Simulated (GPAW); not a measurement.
## Quasiparticle gap of LiH (Fm-3m) in GPAW

Wanted: ground state, empty states, screening and self-energy for LiH (Fm-3m).

Program: GPAW 26.7.0. Level of theory: PBE and many-body steps on it, plane waves. Results are calculated unless marked as measured.

The database entry behind the starting cell differs from later determinations by our own check (the deuteride, about 0.2 % short), so it need not match the best structure at ambient conditions.

## Step 1: Starting point

The structure is cubic, space group Fm-3m (No. 225). The conventional cell has a = 4.074 Å, b = 4.074 Å, c = 4.074 Å, α = 90.00°, β = 90.00°, γ = 90.00°. Nearest to Li lie 6 H at 2.04 Å. Nearest to H lie 6 Li at 2.04 Å. Farther neighbours are not listed.

Structure file:

```cif
data_structure
_symmetry_space_group_name_H-M 'P 1'
_symmetry_Int_Tables_number 1
_cell_length_a 2.8804
_cell_length_b 2.8804
_cell_length_c 2.8804
_cell_angle_alpha 60.000
_cell_angle_beta 60.000
_cell_angle_gamma 60.000
_cell_volume 16.90
loop_
_atom_site_label
_atom_site_type_symbol
_atom_site_fract_x
_atom_site_fract_y
_atom_site_fract_z
_atom_site_occupancy
Li1 Li 0.00000 0.00000 0.00000 1
H2 H 0.50000 0.50000 0.50000 1
```

The cell and positions come from the Crystallography Open Database and are kept as given unless a step says otherwise.

## Step 2: Ground state

This step: GPAW 26.7.0; DFT, PBE, plane waves, PAW.

The ground-state density comes first.

run.py reads:

```python
import json
import numpy as np
from gpaw.mpi import world
from ase import Atoms
from gpaw import GPAW, PW, FermiDirac

atoms = Atoms(['Li', 'H'],
    cell=[[0.0000000000, 2.0367500000, 2.0367500000],
      [2.0367500000, 0.0000000000, 2.0367500000],
      [2.0367500000, 2.0367500000, 0.0000000000]],
    scaled_positions=[[0.0000000000, 0.0000000000, 0.0000000000],
      [0.5000000000, 0.5000000000, 0.5000000000]],
    pbc=(True, True, True))
calc = GPAW(mode=PW(600),
    xc='PBE',
    kpts={'size': (10, 10, 10), 'gamma': True},
    occupations=FermiDirac(0.001),
    nbands=-7,
    convergence={'density': 1e-6, 'bands': -3},
    maxiter=100,
    txt='gs.txt')
atoms.calc = calc
res = {'energy': atoms.get_potential_energy()}
kpts = calc.get_ibz_k_points()
res['kpts'] = kpts
res['eigenvalues'] = [calc.get_eigenvalues(kpt=k) for k in range(len(kpts))]
res['n_electrons'] = calc.get_number_of_electrons()
calc.write('gs.gpw')

if world.rank == 0:
    with open('result.json', 'w') as f:
        json.dump(res, f, default=lambda x: x.tolist())
```

Launch:

```
$ mpirun -n 4 gpaw python run.py
```

The program printed:

```text
__  _  _
 | _ |_)|_||  |
 |__||  | ||/\| - 26.7.0

Input parameters:
  mode=PW(ecut=600.0),
  convergence={'density': 1e-06, 'bands': -3},
  kpts=MonkhorstPack(size=(10, 10, 10), gamma=True),
  maxiter=100,
  nbands=-7,
  occupations=Occupations(name='fermi-dirac', width=0.001, fixmagmom=False),
  xc=XC(name='PBE')
  [... matrices ...]
Diagonalizing LCAO Hamiltonian
Converting LCAO to pw mode

              H

       Li

Atoms  # Å, Bohr magnetons
|   | symbol |        x |        y |        z |    initial magnetic moments |
| 0 |     Li | 0.000000 | 0.000000 | 0.000000 | ( 0.0000,  0.0000,  0.0000) |
| 1 |      H | 2.036750 | 2.036750 | 2.036750 | ( 0.0000,  0.0000,  0.0000) |

Unit cell  # Å
| periodic |        x |        y |        z |  lengths |    angles |
|      yes | 0.000000 | 2.036750 | 2.036750 | 2.880399 | 60.000000 |
|      yes | 2.036750 | 0.000000 | 2.036750 | 2.880399 | 60.000000 |
|      yes | 2.036750 | 2.036750 | 0.000000 | 2.880399 | 60.000000 |

Number of symmetries: 48
Symmetry operations  # r_c * U_cc + t_c -> r_c
|    | kind |            matrix            |
|  0 |  σ   |  1, 0, 0,  1, 0,-1,  1,-1, 0 |
|  1 |  C2  |  1, 0, 0,  1,-1, 0,  1, 0,-1 |
|  2 |  E   |  1, 0, 0,  0, 1, 0,  0, 0, 1 |
|  3 |  σ   |  1, 0, 0,  0, 0, 1,  0, 1, 0 |
|  4 |  C4  |  1, 0,-1,  1, 0, 0,  1,-1, 0 |
|  5 |  S6  |  1, 0,-1,  1,-1, 0,  1, 0, 0 |
|  6 |  σ   |  1, 0,-1,  0, 1,-1,  0, 0,-1 |
|  7 |  C3  |  1, 0,-1,  0, 0,-1,  0, 1,-1 |
|  8 |  S6  |  1,-1, 0,  1, 0, 0,  1, 0,-1 |
|  9 |  C4  |  1,-1, 0,  1, 0,-1,  1, 0, 0 |
| 10 |  C3  |  1,-1, 0,  0,-1, 1,  0,-1, 0 |
| 11 |  σ   |  1,-1, 0,  0,-1, 0,  0,-1, 1 |
| 12 |  σ   |  0, 1, 0,  1, 0, 0,  0, 0, 1 |
| 13 |  C4  |  0, 1, 0,  0, 1,-1, -1, 1, 0 |
| 14 |  C3  |  0, 1, 0,  0, 0, 1,  1, 0, 0 |
| 15 |  S6  |  0, 1, 0, -1, 1, 0,  0, 1,-1 |
| 16 |  C2  |  0, 1,-1,  1, 0,-1,  0, 0,-1 |
| 17 |  σ   |  0, 1,-1,  0, 1, 0, -1, 1, 0 |
| 18 |  S4  |  0, 1,-1,  0, 0,-1,  1, 0,-1 |
| 19 |  C4  |  0, 1,-1, -1, 1, 0,  0, 1, 0 |
| 20 |  C3  |  0, 0, 1,  1, 0, 0,  0, 1, 0 |
| 21 |  σ   |  0, 0, 1,  0, 1, 0,  1, 0, 0 |
| 22 |  S6  |  0, 0, 1,  0,-1, 1, -1, 0, 1 |
| 23 |  C4  |  0, 0, 1, -1, 0, 1,  0,-1, 1 |
| 24 |  S4  |  0, 0,-1,  1, 0,-1,  0, 1,-1 |
| 25 |  C3  |  0, 0,-1,  0, 1,-1,  1, 0,-1 |
| 26 |  C2  |  0, 0,-1,  0,-1, 0, -1, 0, 0 |
| 27 |  S6  |  0, 0,-1, -1, 0, 0,  0,-1, 0 |
| 28 |  S4  |  0,-1, 1,  1,-1, 0,  0,-1, 0 |
| 29 |  C4  |  0,-1, 1,  0, 0, 1, -1, 0, 1 |
| 30 |  C2  |  0,-1, 1,  0,-1, 0,  1,-1, 0 |
| 31 |  σ   |  0,-1, 1, -1, 0, 1,  0, 0, 1 |
| 32 |  C3  |  0,-1, 0,  1,-1, 0,  0,-1, 1 |
| 33 |  S6  |  0,-1, 0,  0, 0,-1, -1, 0, 0 |
| 34 |  S4  |  0,-1, 0,  0,-1, 1,  1,-1, 0 |
| 35 |  C2  |  0,-1, 0, -1, 0, 0,  0, 0,-1 |
| 36 |  C2  | -1, 1, 0,  0, 1, 0,  0, 1,-1 |
| 37 |  S6  | -1, 1, 0,  0, 1,-1,  0, 1, 0 |
| 38 |  S4  | -1, 1, 0, -1, 0, 1, -1, 0, 0 |
| 39 |  C3  | -1, 1, 0, -1, 0, 0, -1, 0, 1 |
| 40 |  S6  | -1, 0, 1,  0, 0, 1,  0,-1, 1 |
| 41 |  C2  | -1, 0, 1,  0,-1, 1,  0, 0, 1 |
| 42 |  C3  | -1, 0, 1, -1, 1, 0, -1, 0, 0 |
| 43 |  S4  | -1, 0, 1, -1, 0, 0, -1, 1, 0 |
| 44 |  C2  | -1, 0, 0,  0, 0,-1,  0,-1, 0 |
| 45 |  i   | -1, 0, 0,  0,-1, 0,  0, 0,-1 |
| 46 |  σ   | -1, 0, 0, -1, 1, 0, -1, 0, 1 |
| 47 |  C2  | -1, 0, 0, -1, 0, 1, -1, 1, 0 |

BZ-sampling:
  Number of BZ points: 1000
  Number of IBZ points: 47

  Monkhorst-Pack size: [10, 10, 10]
  Monkhorst-Pack shift: [0.05, 0.05, 0.05]

K-points  # in reciprocal-cell coordinates
|     |                                coordinates |     weight |
|   0 | (  0.00000000,   0.00000000,   0.00000000) | 0.00100000 |
|   1 | (  0.10000000,   0.10000000,   0.00000000) | 0.00600000 |
|   2 | (  0.10000000,   0.10000000,   0.10000000) | 0.00800000 |
|   3 | (  0.20000000,   0.10000000,   0.10000000) | 0.01200000 |
|   4 | (  0.20000000,   0.20000000,   0.00000000) | 0.00600000 |
|   5 | (  0.20000000,   0.20000000,   0.10000000) | 0.02400000 |
|   6 | (  0.20000000,   0.20000000,   0.20000000) | 0.00800000 |
|   7 | (  0.30000000,   0.20000000,   0.10000000) | 0.02400000 |
|   8 | (  0.30000000,   0.20000000,   0.20000000) | 0.02400000 |
|   9 | (  0.30000000,   0.30000000,   0.00000000) | 0.00600000 |
| ... |                                            |            |
|  46 | (  0.50000000,   0.50000000,   0.50000000) | 0.00400000 |

Plane wave coefficients: 588
Cutoff: 600.0 eV

Spin-components: 1 (collinear spins)
Bands:           8
Projectors:      6
Spin-degeneracy: 2
Datatype:        complex128

  Storage: CPU
  Wave functions: 3_230_592 bytes (807_648 per core)
  Projectors: 4_845_888 bytes (1_211_472 per core)
  [... matrices ...]
Parallelization:
  kpt:    4
  domain: 1
  band:   1

Density:
  Valence electrons: 2.0
  Components: 1
  Grid points: [18 18 18]
  Charge: 0.0  # |e|

Potential:
  Grid points: [18 18 18]

species:
  Li:
    name:    Lithium
    Z:       3.0
    valence: 1
    core:    2
    charge:  0.0  # [|e|]
    compensation charges:
      type: gauss
      rc: 0.33  # [Å]
      lmax: 2
    cutoffs:
      filter: 1.91  # [Å]
      core: 2.55  # [Å]
    projectors
    | kind |    occ | energy [eV] | rcut [Å] |
    |   2s |  1.000 |      -2.874 |    1.058 |
    |   2p |  0.000 |      -1.090 |    1.058 |
    |    s |        |      24.337 |    1.058 |

    Using partial waves for Li as LCAO basis

  H:
    name:    Hydrogen
    Z:       1.0
    valence: 1
    core:    0
    charge:  0.0  # [|e|]
    compensation charges:
      type: gauss
      rc: 0.15  # [Å]
      lmax: 2
    cutoffs:
      filter: 0.85  # [Å]
      core: 0.53  # [Å]
    projectors
    | kind |    occ | energy [eV] | rcut [Å] |
    |   1s |  1.000 |      -6.494 |    0.476 |
    |    s |        |      20.717 |    0.476 |
    |    p |        |       0.000 |    0.476 |

    Using partial waves for H as LCAO basis

Reference energy: -215.277982  # eV

eigensolver:
  PPCG
  Converge bands: -3
  niter=2

density mixing:
  MSR1-Mixer
  Pratt-step length: 0.05
  Maximum mixing coefficient: 0.75
  Old densities: 10
  SVD Regularization: 0.005
  Good broyden scale: 1.0
  Trust region scale: 1.0
  Backstep threshold: 4.0
  History deletion threshold: 6.0
  Fourier metric: weight=20.0, sigma=0.015

occupation numbers:
  Fermi-Dirac:
    width: 0.0010  # eV

poisson solver:
  ecut: 4800.0  # eV

xc functional:
  name: PBE with 2 nearest neighbor stencil

Initialization done in: 0.998 s

convergence criteria:
- Maximum integral of absolute [dens]ity change: 1e-06 electrons / valence electron
- Maximum [total energy] change in last 3 cyles: 0.0005 eV / valence electron
- Maximum integral of absolute [eigenst]ate change: 4e-08 eV^2 / valence electron
maximum number of iterations: 100

SCF iterations
|iter     |     time |      energy | eigst |  dens |
|iter:   1|  |   -6.292563 | +2.44 |       |
|iter:   2|  |   -6.267441 | +0.41 | -0.56 |
|iter:   3|  |   -6.105923 | -1.83 | -0.59 |
|iter:   4|  |   -6.102039 | -2.71 | -1.26 |
|iter:   5|  |   -6.102305 | -3.33 | -1.96 |
|iter:   6|  |   -6.102324c| -4.74 | -2.66 |
|iter:   7|  |   -6.102324c| -6.20 | -4.14 |
|iter:   8|  |   -6.102323c| -6.40 | -4.48 |
|iter:   9|  |   -6.102323c| -7.45c| -5.22 |
|iter:  10|  |   -6.102323c| -7.83c| -5.75 |
|iter:  11|  |   -6.102323c| -9.38c| -6.94c|

Converged in 11 steps
SCF loop duration: 1.464 s (0.133 s/step)
Energy contributions relative to reference atoms: (reference = -215.277982)
  [... matrices ...]
Energy contributions:
  Kinetic:           5.329029
  Coulomb:          -5.630523
  Zero:             -0.010760
  External:          0.000000
  Xc:               -5.790070
  Entropy:          -0.000000
  Spinorbit:         0.000000
  ----------------------------
  Free energy:      -6.102323
  Extrapolated:     -6.102323

dipole moment: (-2.336719, -2.336719, -2.336719)  # |e|*Ang

Fermi level: 0.519
Eigenvalues  # (at kpt = [0.000, 0.000, 0.000])
| band index |      eig [eV] | occ [0-2] |
|          0 |        -5.649 |     2.000 |
|          1 |        15.084 |     0.000 |
|          2 |        17.137 |     0.000 |
|          3 |        17.137 |     0.000 |
|          4 |        17.137 |     0.000 |
|          5 |        21.859 |     0.000 |
|          6 |        21.859 |     0.000 |
|          7 |        21.859 |     0.000 |

Gap: 2.999 eV
Transition (v -> c):
  (s=0, k=41, n=0, [0.50, 0.50, 0.00]) -> (s=0, k=41, n=1, [0.50, 0.50, 0.00])
No difference between direct/indirect transitions
# Writing to gs.gpw (mode='')
  [... matrices ...]
```

The job ended after 4.2 s (4 MPI ranks of Arm Neoverse V2, shared host; peak memory 0.56 GiB; 16 s of CPU time).

This step gave:

* total energy: -6.102 eV
* gap: 2.999 eV
* k of the valence top: 0.5, 0.5, 0
* k of the conduction bottom: 0.5, 0.5, 0
* least direct gap: 2.999 eV

The gap is direct, at (0.500, 0.500, 0.000).

## Step 3: Bands along the symmetry lines

Levels along a band path, at the cheap level, show where the edges lie and whether the meshes to come will hold them.

run.py reads:

```python
import json
import numpy as np
from gpaw.mpi import world
from gpaw import GPAW

path = [[0.000000, 0.000000, 0.000000],
    [0.062500, 0.000000, 0.062500],
    [0.125000, 0.000000, 0.125000],
    [0.187500, 0.000000, 0.187500],
    [0.250000, 0.000000, 0.250000],
    [0.312500, 0.000000, 0.312500],
    [0.375000, 0.000000, 0.375000],
    [0.437500, 0.000000, 0.437500],
    [0.500000, 0.000000, 0.500000],
    [0.515625, 0.031250, 0.515625],
    [0.531250, 0.062500, 0.531250],
    [0.546875, 0.093750, 0.546875],
    [0.562500, 0.125000, 0.562500],
    [0.578125, 0.156250, 0.578125],
    [0.593750, 0.187500, 0.593750],
    [0.609375, 0.218750, 0.609375],
    [0.625000, 0.250000, 0.625000],
    [0.375000, 0.375000, 0.750000],
    [0.328125, 0.328125, 0.656250],
    [0.281250, 0.281250, 0.562500],
    [0.234375, 0.234375, 0.468750],
    [0.187500, 0.187500, 0.375000],
    [0.140625, 0.140625, 0.281250],
    [0.093750, 0.093750, 0.187500],
    [0.046875, 0.046875, 0.093750],
    [0.000000, 0.000000, 0.000000],
    [0.062500, 0.062500, 0.062500],
    [0.125000, 0.125000, 0.125000],
    [0.187500, 0.187500, 0.187500],
    [0.250000, 0.250000, 0.250000],
    [0.312500, 0.312500, 0.312500],
    [0.375000, 0.375000, 0.375000],
    [0.437500, 0.437500, 0.437500],
    [0.500000, 0.500000, 0.500000],
    [0.500000, 0.468750, 0.531250],
    [0.500000, 0.437500, 0.562500],
    [0.500000, 0.406250, 0.593750],
    [0.500000, 0.375000, 0.625000],
    [0.500000, 0.343750, 0.656250],
    [0.500000, 0.312500, 0.687500],
    [0.500000, 0.281250, 0.718750],
    [0.500000, 0.250000, 0.750000],
    [0.500000, 0.218750, 0.718750],
    [0.500000, 0.187500, 0.687500],
    [0.500000, 0.156250, 0.656250],
    [0.500000, 0.125000, 0.625000],
    [0.500000, 0.093750, 0.593750],
    [0.500000, 0.062500, 0.562500],
    [0.500000, 0.031250, 0.531250],
    [0.500000, 0.000000, 0.500000]]
calc = GPAW('gs.gpw').fixed_density(kpts=path,
    symmetry='off',
    nbands=11,
    convergence={'bands': 7},
    txt='bands.txt')
res = {}
kpts = calc.get_ibz_k_points()
res['kpts'] = kpts
res['eigenvalues'] = [calc.get_eigenvalues(kpt=k) for k in range(len(kpts))]
res['n_electrons'] = calc.get_number_of_electrons()

if world.rank == 0:
    with open('result.json', 'w') as f:
        json.dump(res, f, default=lambda x: x.tolist())
```

Launch:

```
$ mpirun -n 4 gpaw python run.py
```

The program printed:

```text
Diagonalizing LCAO Hamiltonian
Converting LCAO to pw mode
convergence criteria:
- Maximum integral of absolute [eigenst]ate change: 4e-08 eV^2 / valence electron
maximum number of iterations: 100

SCF iterations
|iter     |     time |      energy | eigst |  dens |
|iter:   1|  |             | +3.14 |       |
|iter:   2|  |             | +1.30 |       |
|iter:   3|  |             | -1.72 |       |
[...]
|iter:   7|  |             | -6.71 |       |
|iter:   8|  |             | -7.23 |       |
|iter:   9|  |             | -7.82c|       |
SCF steps: 9
  __  _  _
 | _ |_)|_||  |
 |__||  | ||/\| - 26.7.0

Input parameters:
  mode=PW(ecut=600.0),
  convergence={'bands': 7},
  gpts=array([18, 18, 18]),
  kpts=KPoints(kpts=array([[0.      , 0.      , 0.      ],
         [0.0625  , 0.      , 0.0625  ],
         [0.125   , 0.      , 0.125   ],
         [0.1875  , 0.      , 0.1875  ],
[...]
[0.515625, 0.03125 , 0.515625],
[...]
[0.546875, 0.09375 , 0.546875],
[...]
[0.578125, 0.15625 , 0.578125],
[...]
[0.609375, 0.21875 , 0.609375],
[...]
[0.328125, 0.328125, 0.65625 ],
[...]
[0.234375, 0.234375, 0.46875 ],
[...]
[0.140625, 0.140625, 0.28125 ],
[...]
[0.046875, 0.046875, 0.09375 ],
[...]
[0.5     , 0.0625  , 0.5625  ],
         [0.5     , 0.03125 , 0.53125 ],
         [0.5     , 0.      , 0.5     ]])),
  maxiter=100,
  nbands=11,
  occupations=Occupations(name='fermi-dirac', width=0.001, fixmagmom=False),
  parallel={},
  symmetry=Symmetry(point_group=False, time_reversal=False),
  xc=XC(name='PBE')
  [... matrices ...]
timing:  # [seconds]
  Total: 0.029  # ━━━━━━━━━━━━━━━━━━━━━━━━━━━━━━━━━━━━━━━━━━━━━━━━━━━━━━━━━━━
```

Run time: 3.5 s. Hardware: 4 MPI ranks; peak memory 0.52 GiB; 14 s of CPU time.

This step gave:

| Property | Result |
| --- | --- |
| gap | 2.999 eV |
| k of the valence top | 0.5, 0, 0.5 |
| k of the conduction bottom | 0.5, 0, 0.5 |
| least direct gap | 2.999 eV |

The gap is 2.999 eV, as in the run before at this level.

Electronic bands along the path, in eV, zero at the top of the highest filled band; v1 is the highest filled band, c1 the lowest empty one:

```csv
point,v1,c1,c2,c3,c4
Γ,-5.28,15.45,17.51,17.51,17.51
halfway,-3.77,10.13,12.76,12.76,16.04
X,0.00,3.00,10.59,10.59,13.78
halfway,-0.08,3.28,8.96,10.86,15.54
U,-0.48,4.11,7.41,11.70,15.69
jump to K,-0.48,4.11,7.41,11.70,15.69
halfway,-3.69,9.75,9.90,15.69,17.10
Γ,-5.28,15.45,17.51,17.51,17.51
halfway,-4.23,9.47,14.61,16.30,16.30
L,-2.51,4.80,13.25,16.15,16.15
halfway,-1.63,5.00,8.67,12.95,16.02
W,-0.21,5.22,5.22,11.40,17.20
halfway,-0.11,3.56,7.93,10.99,16.85
X,0.00,3.00,10.59,10.59,13.78
```

The electronic bands as a text plot (rows in eV, shown from -5.3 to 9.0 only):

```
    8.7 |              ++     ++                      +       +
    8.1 |       ++            ++                             +
    7.5 |                ++ ++               ++        +
    6.9 |                  +
    6.3 |                   ++                 +        +   +
    5.7 |         +                                      + +
    5.1 |                  +                    +   +++++++
    4.5 |                                        +++       ++
    3.9 |          ++    ++
    3.3 |             +++                                    +++
    2.8 |            +                                          +
    2.2 |
    1.6 |
    1.0 |
    0.4 |
   -0.2 |            ******                              ********
   -0.8 |          **      *                            *
   -1.4 |                                             **
   -2.0 |         *         **                      **
   -2.6 |                     **                ****
   -3.2 |       **                             *
   -3.8 |     **                *            **
   -4.4 |    *                   **        **
   -5.0 |****                      ********
         Γ           X  U|K            Γ         L        W     X
```

## Step 4: Empty states on the mesh, 8×8×8 mesh, 98 bands

The sums over transitions need many empty states on a uniform mesh; this step solves for them.

run.py reads:

```python
import json
import numpy as np
from gpaw.mpi import world
from gpaw import GPAW

calc = GPAW('gs.gpw').fixed_density(kpts={'size': (8, 8, 8), 'gamma': True},
    parallel={'domain': 1, 'band': 1},
    txt='nscf.txt')
calc.diagonalize_full_hamiltonian(nbands=98)
calc.write('full.gpw', mode='all')
res = {}
kpts = calc.get_ibz_k_points()
res['kpts'] = kpts
res['eigenvalues'] = [calc.get_eigenvalues(kpt=k) for k in range(len(kpts))]
res['n_electrons'] = calc.get_number_of_electrons()

if world.rank == 0:
    with open('result.json', 'w') as f:
        json.dump(res, f, default=lambda x: x.tolist())
```

Launch:

```
$ mpirun -n 4 gpaw python run.py
```

The program printed:

```text
Diagonalizing LCAO Hamiltonian
Converting LCAO to pw mode
convergence criteria:
- Maximum integral of absolute [eigenst]ate change: 4e-08 eV^2 / valence electron
maximum number of iterations: 100

SCF iterations
|iter     |     time |      energy | eigst |  dens |
|iter:   1|  |             | +2.45 |       |
|iter:   2|  |             | +0.37 |       |
|iter:   3|  |             | -2.09 |       |
|iter:   4|  |             | -4.71 |       |
|iter:   5|  |             | -7.16 |       |
|iter:   6|  |             | -8.39c|       |
SCF steps: 6
  __  _  _
 | _ |_)|_||  |
 |__||  | ||/\| - 26.7.0

Input parameters:
  mode=PW(ecut=600.0),
  convergence={'density': 1e-06, 'bands': -3},
  gpts=array([18, 18, 18]),
  kpts=MonkhorstPack(size=(8, 8, 8), gamma=True),
  maxiter=100,
  nbands=8,
  occupations=Occupations(name='fermi-dirac', width=0.001, fixmagmom=False),
  parallel={'domain': 1, 'band': 1},
  xc=XC(name='PBE')
Matrix size: 570x570
# Writing to full.gpw (mode='all')
  [... matrices ...]

timing:  # [seconds]
  Total: 2.233  # ━━━━━━━━━━━━━━━━━━━━━━━━━━━━━━━━━━━━━━━━━━━━━━━━━━━━━━━━━━━
```

Elapsed: 5.2 s, on 4 MPI ranks; peak memory 0.71 GiB.

This step gave:

```yaml
gap: 2.999 eV
k_of_the_valence_top: 0.5, 0.5, 0
k_of_the_conduction_bottom: 0.5, 0.5, 0
least_direct_gap: 2.999 eV
k_points_computed: 29
lowest_point_of_the_top_converged_band_above_the_valence_top: 169.3394 eV
```

On this mesh the gap is 2.999 eV.

(Continued in part 2 of 2.)

[Paths, hosts, dates, memory and timing lines, banners, echoed tables and standing remarks are left out of the program output.]

[Logs are printed without paths, hosts, clocks, repeated set-up lines and the standing remarks that a program may print on its own settings, such as how far it seeks lower states.]

[Runs of the session that timed out or met a known fault of the program may be left out.]

[Hosts, paths, dates, database ids (printed as entryN), source tags and the programs' standing remarks are cut or masked in the printed files.]
